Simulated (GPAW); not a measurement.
# Co (P-3m1) in GPAW: a series of runs

The runs below take Co through relaxation of cell and atoms, with PBEsol, PBEsol+D3, PBEsol+D3(BJ), PBEsol+D3(BJ)+ATM, PBEsol+D4.

Program: GPAW 26.7.0. These are calculated values, not measurements. Logs are shortened: lines on timing, memory, paths and dates and some standing lists are left out, and cuts for length are marked. The log counts tension as positive stress, the text compression.

## 1. Starting point

It takes space group P-3m1 (No. 164, trigonal). The conventional cell has a = 2.487 Å, b = 2.487 Å, c = 4.063 Å, α = 90.00°, β = 90.00°, γ = 120.00°. Co (site symmetry 3m) has 12 Co at 2.42 to 2.55 Å as nearest neighbours.

## 2. Relaxation of cell and atoms, PBEsol, collinear spin, ferromagnetic start

Contents of run.py:

```python
from ase import Atoms
from ase.filters import FrechetCellFilter
from ase.io import write
from ase.optimize import BFGS
from gpaw import GPAW, PW, setup_paths

setup_paths.insert(0, '.')

atoms = Atoms(['Co', 'Co'],
              cell=[[2.4873648738, 0.0, 0.0],
                    [-1.2436824369, 2.1541211692, 0.0],
                    [0.0, 0.0, 4.0632895034]],
              scaled_positions=[[0.3333333333, 0.6666666667, 0.740139],
                                [0.6666666667, 0.3333333333, 0.259861]],
              pbc=True)
atoms.set_initial_magnetic_moments([2.0, 2.0])

calc = GPAW(mode=PW(600),
            xc='PBEsol',
            kpts={'size': (9, 9, 5), 'gamma': True},
            occupations={'name': 'fermi-dirac', 'width': 0.05},
            nbands=21,
            convergence={'density': 1e-05, 'forces': 0.0001},
            maxiter=150,
            txt='gpaw.txt')
atoms.calc = calc
opt = BFGS(FrechetCellFilter(atoms), trajectory='relax.traj', logfile='-')
done = opt.run(fmax=0.02, steps=60)
calc.write('gs.gpw')
write('result.traj', atoms)
print('Converged:', done)
print('Cell:', atoms.cell.cellpar().round(4))
print('Volume:', round(atoms.get_volume(), 4))
print(atoms.get_scaled_positions().round(5))
```

Potentials or basis: PAW data sets generated in the run's folder for this functional, pw.

Run with:

```
$ gpaw-setup -f PBEsol Co
$ OMP_NUM_THREADS=1 python run.py
```

gpaw.txt:

```text
__  _  _
 | _ |_)|_||  |
 |__||  | ||/\| - 26.7.0

Input parameters:
  mode=PW(ecut=600.0),
  convergence={'density': 1e-05, 'forces': 0.0001},
  kpts=MonkhorstPack(size=(9, 9, 5), gamma=True),
  maxiter=150,
  nbands=21,
  occupations=Occupations(name='fermi-dirac', width=0.05),
  xc=XC(name='PBEsol')

Diagonalizing LCAO Hamiltonian
Converting LCAO to pw mode

        Co

          Co

Atoms  # Å, Bohr magnetons
|   | symbol |         x |        y |        z |    initial magnetic moments |
|---|--------|-----------|----------|----------|-----------------------------|
| 0 |     Co | -0.000000 | 1.436081 | 3.007399 | ( 0.0000,  0.0000,  2.0000) |
| 1 |     Co |  1.243682 | 0.718040 | 1.055890 | ( 0.0000,  0.0000,  2.0000) |

Unit cell  # Å
| periodic |         x |        y |        z |  lengths |     angles |
|----------|-----------|----------|----------|----------|------------|
|      yes |  2.487365 | 0.000000 | 0.000000 | 2.487365 |  90.000000 |
|      yes | -1.243682 | 2.154121 | 0.000000 | 2.487365 |  90.000000 |
|      yes |  0.000000 | 0.000000 | 4.063290 | 4.063290 | 120.000000 |

Number of symmetries: 12
Symmetry operations  # r_c * U_cc + t_c -> r_c
|    | kind |            matrix            |
|----|------|------------------------------|
|  0 |  σ   |  1, 1, 0,  0,-1, 0,  0, 0, 1 |
|  1 |  S6  |  1, 1, 0, -1, 0, 0,  0, 0,-1 |
|  2 |  E   |  1, 0, 0,  0, 1, 0,  0, 0, 1 |
|  3 |  C2  |  1, 0, 0, -1,-1, 0,  0, 0,-1 |
|  4 |  C2  |  0, 1, 0,  1, 0, 0,  0, 0,-1 |
|  5 |  C3  |  0, 1, 0, -1,-1, 0,  0, 0, 1 |
|  6 |  S6  |  0,-1, 0,  1, 1, 0,  0, 0,-1 |
|  7 |  σ   |  0,-1, 0, -1, 0, 0,  0, 0, 1 |
[... 162 lines left out ...]
|          3 |         7.865 |     1.000 |         9.425 |     1.000 |
|          4 |         7.865 |     1.000 |         9.425 |     1.000 |
|          5 |         8.163 |     1.000 |         9.748 |     1.000 |
|          6 |         8.163 |     1.000 |         9.748 |     1.000 |
|          7 |         8.582 |     1.000 |        10.112 |     0.999 |
|          8 |         8.582 |     1.000 |        10.321 |     0.950 |
[... 8 lines left out ...]
|         17 |        35.875 |     0.000 |        35.696 |     0.000 |
|         18 |        36.170 |     0.000 |        36.517 |     0.000 |
|        ... |               |           |               |           |
|         20 |        40.657 |     0.000 |        41.006 |     0.000 |

No gap
No difference between direct/indirect transitions

Stress tensor  # eV/Ang^3
|        x |         y |         z |
|----------|-----------|-----------|
| 0.063388 |  0.000000 |  0.000000 |
| 0.000000 |  0.063388 | -0.000000 |
| 0.000000 | -0.000000 |  0.067363 |

Forces  # eV/Ang
|        x |        y |        z |
|----------|----------|----------|
| -0.00000 |  0.00000 |  0.48890 |  # Co   0
|  0.00000 | -0.00000 | -0.48890 |  # Co   1

Interpolating wave functions to new cell

        Co

          Co

Atoms  # Å, Bohr magnetons
|   | symbol |         x |        y |        z |    initial magnetic moments |
|---|--------|-----------|----------|----------|-----------------------------|
| 0 |     Co | -0.000000 | 1.429020 | 2.998636 | ( 0.0000,  0.0000,  1.6185) |
| 1 |     Co |  1.237568 | 0.714510 | 1.043427 | ( 0.0000,  0.0000,  1.6185) |
[... 445 lines left out ...]
        Co

          Co

Atoms  # Å, Bohr magnetons
|   | symbol |         x |        y |        z |    initial magnetic moments |
|---|--------|-----------|----------|----------|-----------------------------|
| 0 |     Co | -0.000000 | 1.412533 | 2.979947 | ( 0.0000,  0.0000,  1.5864) |
| 1 |     Co |  1.223289 | 0.706266 | 1.004046 | ( 0.0000,  0.0000,  1.5864) |

Unit cell  # Å
| periodic |         x |        y |         z |  lengths |     angles |
|----------|-----------|----------|-----------|----------|------------|
|      yes |  2.446579 | 0.000000 | -0.000000 | 2.446579 |  90.000000 |
|      yes | -1.223289 | 2.118799 |  0.000000 | 2.446579 |  90.000000 |
|      yes | -0.000000 | 0.000000 |  3.983993 | 3.983993 | 120.000000 |

Number of symmetries: 12
Symmetry operations  # r_c * U_cc + t_c -> r_c
|    | kind |            matrix            |
|----|------|------------------------------|
|  0 |  σ   |  1, 1, 0,  0,-1, 0,  0, 0, 1 |
|  1 |  S6  |  1, 1, 0, -1, 0, 0,  0, 0,-1 |
|  2 |  E   |  1, 0, 0,  0, 1, 0,  0, 0, 1 |
|  3 |  C2  |  1, 0, 0, -1,-1, 0,  0, 0,-1 |
|  4 |  C2  |  0, 1, 0,  1, 0, 0,  0, 0,-1 |
|  5 |  C3  |  0, 1, 0, -1,-1, 0,  0, 0, 1 |
|  6 |  S6  |  0,-1, 0,  1, 1, 0,  0, 0,-1 |
|  7 |  σ   |  0,-1, 0, -1, 0, 0,  0, 0, 1 |
|  8 |  σ   | -1, 0, 0,  1, 1, 0,  0, 0, 1 |
|  9 |  i   | -1, 0, 0,  0,-1, 0,  0, 0,-1 |
| 10 |  C3  | -1,-1, 0,  1, 0, 0,  0, 0, 1 |
| 11 |  C2  | -1,-1, 0,  0, 1, 0,  0, 0,-1 |
[... 155 lines left out ...]
|          3 |         8.581 |     1.000 |        10.114 |     1.000 |
|          4 |         8.581 |     1.000 |        10.114 |     1.000 |
|          5 |         8.918 |     1.000 |        10.502 |     1.000 |
|          6 |         8.918 |     1.000 |        10.502 |     1.000 |
|          7 |         9.325 |     1.000 |        10.838 |     0.999 |
|          8 |         9.325 |     1.000 |        11.010 |     0.984 |
[... 8 lines left out ...]
|         17 |        37.224 |     0.000 |        37.059 |     0.000 |
|         18 |        37.791 |     0.000 |        38.155 |     0.000 |
|        ... |               |           |               |           |
|         20 |        41.754 |     0.000 |        42.583 |     0.000 |

No gap
No difference between direct/indirect transitions

Stress tensor  # eV/Ang^3
|         x |         y |        z |
|-----------|-----------|----------|
| -0.009876 |  0.000000 | 0.000000 |
|  0.000000 | -0.009876 | 0.000000 |
| -0.000000 |  0.000000 | 0.000373 |

Forces  # eV/Ang
|        x |        y |        z |
|----------|----------|----------|
| -0.00000 |  0.00000 |  0.12886 |  # Co   0
|  0.00000 | -0.00000 | -0.12886 |  # Co   1

Interpolating wave functions to new cell

        Co

          Co

Atoms  # Å, Bohr magnetons
|   | symbol |         x |        y |        z |    initial magnetic moments |
|---|--------|-----------|----------|----------|-----------------------------|
| 0 |     Co | -0.000000 | 1.415101 | 2.984222 | ( 0.0000,  0.0000,  1.5893) |
| 1 |     Co |  1.225513 | 0.707550 | 1.000554 | ( 0.0000,  0.0000,  1.5893) |
[... 404 lines left out ...]
|          3 |         8.519 |     1.000 |        10.054 |     1.000 |
|          4 |         8.519 |     1.000 |        10.054 |     1.000 |
|          5 |         8.859 |     1.000 |        10.446 |     1.000 |
|          6 |         8.859 |     1.000 |        10.446 |     1.000 |
|          7 |         9.248 |     1.000 |        10.806 |     0.999 |
|          8 |         9.248 |     1.000 |        10.929 |     0.987 |
[... 8 lines left out ...]
|         17 |        37.193 |     0.000 |        37.008 |     0.000 |
|         18 |        37.580 |     0.000 |        37.943 |     0.000 |
|        ... |               |           |               |           |
|         20 |        41.692 |     0.000 |        42.413 |     0.000 |

No gap
No difference between direct/indirect transitions

Stress tensor  # eV/Ang^3
|        x |         y |         z |
|----------|-----------|-----------|
| 0.000136 | -0.000000 |  0.000000 |
| 0.000000 |  0.000136 | -0.000000 |
| 0.000000 | -0.000000 |  0.003469 |

Forces  # eV/Ang
|        x |        y |        z |
|----------|----------|----------|
|  0.00000 |  0.00000 |  0.00518 |  # Co   0
| -0.00000 | -0.00000 | -0.00518 |  # Co   1

Interpolating wave functions to new cell

        Co

          Co

Atoms  # Å, Bohr magnetons
|   | symbol |         x |        y |        z |    initial magnetic moments |
|---|--------|-----------|----------|----------|-----------------------------|
| 0 |     Co | -0.000000 | 1.416141 | 2.984965 | ( 0.0000,  0.0000,  1.5904) |
| 1 |     Co |  1.226414 | 0.708071 | 0.994464 | ( 0.0000,  0.0000,  1.5904) |

Unit cell  # Å
| periodic |         x |        y |         z |  lengths |     angles |
|----------|-----------|----------|-----------|----------|------------|
|      yes |  2.452828 | 0.000000 | -0.000000 | 2.452828 |  90.000000 |
|      yes | -1.226414 | 2.124212 |  0.000000 | 2.452828 |  90.000000 |
|      yes |  0.000000 | 0.000000 |  3.979429 | 3.979429 | 120.000000 |

Number of symmetries: 12
Symmetry operations  # r_c * U_cc + t_c -> r_c
|    | kind |            matrix            |
|----|------|------------------------------|
|  0 |  σ   |  1, 1, 0,  0,-1, 0,  0, 0, 1 |
|  1 |  S6  |  1, 1, 0, -1, 0, 0,  0, 0,-1 |
|  2 |  E   |  1, 0, 0,  0, 1, 0,  0, 0, 1 |
|  3 |  C2  |  1, 0, 0, -1,-1, 0,  0, 0,-1 |
|  4 |  C2  |  0, 1, 0,  1, 0, 0,  0, 0,-1 |
|  5 |  C3  |  0, 1, 0, -1,-1, 0,  0, 0, 1 |
|  6 |  S6  |  0,-1, 0,  1, 1, 0,  0, 0,-1 |
|  7 |  σ   |  0,-1, 0, -1, 0, 0,  0, 0, 1 |
|  8 |  σ   | -1, 0, 0,  1, 1, 0,  0, 0, 1 |
|  9 |  i   | -1, 0, 0,  0,-1, 0,  0, 0,-1 |
| 10 |  C3  | -1,-1, 0,  1, 0, 0,  0, 0, 1 |
| 11 |  C2  | -1,-1, 0,  0, 1, 0,  0, 0,-1 |
[... 174 lines left out ...]
No gap
No difference between direct/indirect transitions

Stress tensor  # eV/Ang^3
|         x |         y |         z |
|-----------|-----------|-----------|
| -0.000336 |  0.000000 |  0.000000 |
|  0.000000 | -0.000336 | -0.000000 |
|  0.000000 | -0.000000 |  0.002018 |

Forces  # eV/Ang
|        x |       y |        z |
|----------|---------|----------|
|  0.00000 | 0.00000 | -0.00623 |  # Co   0
| -0.00000 | 0.00000 |  0.00623 |  # Co   1

Interpolating wave functions to new cell

        Co

          Co

Atoms  # Å, Bohr magnetons
|   | symbol |         x |        y |        z |    initial magnetic moments |
|---|--------|-----------|----------|----------|-----------------------------|
| 0 |     Co | -0.000000 | 1.416158 | 2.984070 | ( 0.0000,  0.0000,  1.5900) |
| 1 |     Co |  1.226429 | 0.708079 | 0.994080 | ( 0.0000,  0.0000,  1.5900) |

Unit cell  # Å
| periodic |         x |         y |         z |  lengths |     angles |
|----------|-----------|-----------|-----------|----------|------------|
|      yes |  2.452858 | -0.000000 | -0.000000 | 2.452858 |  90.000000 |
|      yes | -1.226429 |  2.124237 |  0.000000 | 2.452858 |  90.000000 |
|      yes |  0.000000 |  0.000000 |  3.978150 | 3.978150 | 120.000000 |
[... 171 lines left out ...]
|          3 |         8.530 |     1.000 |        10.064 |     1.000 |
|          4 |         8.530 |     1.000 |        10.064 |     1.000 |
|          5 |         8.871 |     1.000 |        10.457 |     1.000 |
|          6 |         8.871 |     1.000 |        10.457 |     1.000 |
|          7 |         9.258 |     1.000 |        10.827 |     0.999 |
|          8 |         9.258 |     1.000 |        10.937 |     0.988 |
[... 8 lines left out ...]
|         17 |        37.239 |     0.000 |        37.053 |     0.000 |
|         18 |        37.590 |     0.000 |        37.953 |     0.000 |
|        ... |               |           |               |           |
|         20 |        41.702 |     0.000 |        42.431 |     0.000 |

No gap
No difference between direct/indirect transitions

Stress tensor  # eV/Ang^3
|         x |         y |        z |
|-----------|-----------|----------|
| -0.000581 |  0.000000 | 0.000000 |
|  0.000000 | -0.000581 | 0.000000 |
|  0.000000 |  0.000000 | 0.001064 |

Forces  # eV/Ang
|       x |        y |        z |
|---------|----------|----------|
| 0.00000 |  0.00000 | -0.00732 |  # Co   0
| 0.00000 | -0.00000 |  0.00732 |  # Co   1

# Writing to gs.gpw (mode='')
```

Run time: 77 s. Hardware: 1 thread of AMD EPYC 9R45 (Zen 5), shared host; peak memory 0.31 GiB.

What came out:

| Item | Value |
| --- | --- |
| Free energy | -17.9402 eV |
| Relaxed volume | 10.36 Å³/atom |
| Relaxed cell | a = 2.453 Å, b = 2.453 Å, c = 3.978 Å, α = 90.00°, β = 90.00°, γ = 120.00° |
| Space group after relaxing (to 0.05 Å) | P6_3/mmc (No. 194) |
| Energy gained by relaxing | 23.6 meV/atom |
| Ionic steps | 8 |
| Pressure after relaxing | 0.0 GPa |
| Largest force after relaxing | 0.007 eV/Å |
| Band gap on the k mesh | none (metal or under the smearing width) |
| Net moment | 3.05 μB per cell |
| Site moments | Co +1.59 μB |

Forces in eV/Å, atoms in the order of the input:
```
Co   0.000  0.000 -0.007
Co   0.000  0.000  0.007
```

Stress tensor (GPa, compression positive):
```
 0.09  0.00  0.00
 0.00  0.09  0.00
 0.00  0.00 -0.17
```

Step by step:
```
step  energy change (eV)  largest force (eV/Å)  pressure (GPa)  volume (Å³)
   1              0.0000                0.4889          -10.37        21.77
   2             -0.0213                0.4308           -7.44        21.45
   3             -0.0418                0.1304            2.72        20.52
   4             -0.0446                0.1289            1.03        20.65
   5             -0.0466                0.0688           -0.01        20.73
   6             -0.0472                0.0052           -0.20        20.74
   7             -0.0472                0.0062           -0.07        20.73
   8             -0.0472                0.0073            0.01        20.73
```

Final structure:
```cif
data_structure
_symmetry_space_group_name_H-M 'P 1'
_symmetry_Int_Tables_number 1
_cell_length_a 2.4529
_cell_length_b 2.4529
_cell_length_c 3.9782
_cell_angle_alpha 90.000
_cell_angle_beta 90.000
_cell_angle_gamma 120.000
_cell_volume 20.73
loop_
_atom_site_label
_atom_site_type_symbol
_atom_site_fract_x
_atom_site_fract_y
_atom_site_fract_z
_atom_site_occupancy
Co1 Co 0.33333 0.66667 0.75011 1
Co2 Co 0.66667 0.33333 0.24989 1
```

Levels at points of the mesh, in eV from the Fermi level:
Spin up:
| k point | band 7 | band 8 | band 9 | band 10 | band 11 | band 12 | band 13 | band 14 | band 15 | band 16 |
| --- | --- | --- | --- | --- | --- | --- | --- | --- | --- | --- |
| (0.00, 0.00, 0.00) | -2.29 | -1.90 | -1.90 | -0.71 | -0.71 | -0.33 | 6.68 | 22.52 | 25.30 | 25.30 |
Spin down:
```
           k point  band 4  band 5  band 6  band 7  band 8  band 9  band 10  band 11
(0.00, 0.00, 0.00)   -1.09   -1.09   -0.70   -0.70   -0.33   -0.22    -0.22     1.09
```

Caveat: each step starts from the last one's moments, so a moment once lost doesn't come back; later steps reuse the first step's grids.

## 3. Relaxation of cell and atoms, PBEsol+D3, collinear spin, ferromagnetic start

Edit run.py of step 2 so:

```diff
@@ -1,2 +1,3 @@
 from ase import Atoms
+from ase.calculators.mixing import SumCalculator
 from ase.filters import FrechetCellFilter
@@ -4,2 +5,3 @@
 from ase.optimize import BFGS
+from dftd3.ase import DFTD3
 from gpaw import GPAW, PW, setup_paths
@@ -25,3 +27,3 @@
             txt='gpaw.txt')
-atoms.calc = calc
+atoms.calc = SumCalculator([calc, DFTD3(method='pbesol', damping='d3zero')])
 opt = BFGS(FrechetCellFilter(atoms), trajectory='relax.traj', logfile='-')
```

Potentials or basis: PAW data sets generated in the run's folder for this functional, pw.

Run with:

```
$ gpaw-setup -f PBEsol Co
$ OMP_NUM_THREADS=1 python run.py
```

It took 75 s on 1 thread of AMD EPYC 9R45 (Zen 5), shared host; peak memory 0.29 GiB.

The run converged. Its results:

```
Free energy                            : -18.5190 eV
Relaxed volume                         : 10.14 Å³/atom
Relaxed cell                           : a = 2.435 Å, b = 2.435 Å, c = 3.950 Å, α = 90.00°, β = 90.00°, γ = 120.00°
Space group after relaxing (to 0.05 Å) : P6_3/mmc (No. 194)
Energy gained by relaxing              : 42.9 meV/atom
Ionic steps                            : 8
Pressure after relaxing                : 0.0 GPa
Largest force after relaxing           : 0.008 eV/Å
Band gap on the k mesh                 : none (metal or under the smearing width)
Net moment                             : 3.03 μB per cell
Site moments                           : Co +1.58 μB
Dispersion energy per atom             : -0.296 eV
```

Forces in eV/Å, atoms in the order of the input:
```
Co   0.000  0.000 -0.008
Co   0.000  0.000  0.008
```

Stress tensor (GPa, compression positive):
```
 0.13  0.00  0.00
 0.00  0.13  0.00
 0.00  0.00 -0.15
```

The path:
```
step  energy change (eV)  largest force (eV/Å)  pressure (GPa)  volume (Å³)
   1              0.0000                0.4874          -15.46        21.77
   2             -0.0422                0.4499          -11.12        21.29
   3             -0.0787                0.1643            3.50        20.04
   4             -0.0831                0.1622            0.79        20.23
   5             -0.0851                0.1002            0.03        20.28
   6             -0.0860                0.0019           -0.22        20.30
   7             -0.0858                0.0070           -0.07        20.29
   8             -0.0858                0.0080            0.04        20.28
```

Final structure:
```xyz
2
Lattice="2.4349 0.0000 0.0000 -1.2174 2.1087 0.0000 0.0000 0.0000 3.9496" Properties=species:S:1:pos:R:3 pbc="T T T"
Co    0.0000    1.4058    2.9626
Co    1.2174    0.7029    0.9870
```

Levels at points of the mesh, in eV from the Fermi level:
Spin up:
```csv
k point,band 8,band 9,band 10,band 11,band 12,band 13,band 14,band 15
"(0.00, 0.00, 0.00)",-1.90,-1.90,-0.67,-0.67,-0.34,6.89,22.73,25.74
```
Spin down:
```
           k point  band 5  band 6  band 7  band 8  band 9  band 10
(0.00, 0.00, 0.00)   -1.13   -0.73   -0.73   -0.33   -0.23    -0.23
```

Caveat: each step starts from the last one's moments, so a moment once lost doesn't come back; later steps reuse the first step's grids; pairwise dispersion overbinds metals, which lowers pressure and volume.

[end of part 1 of 2]
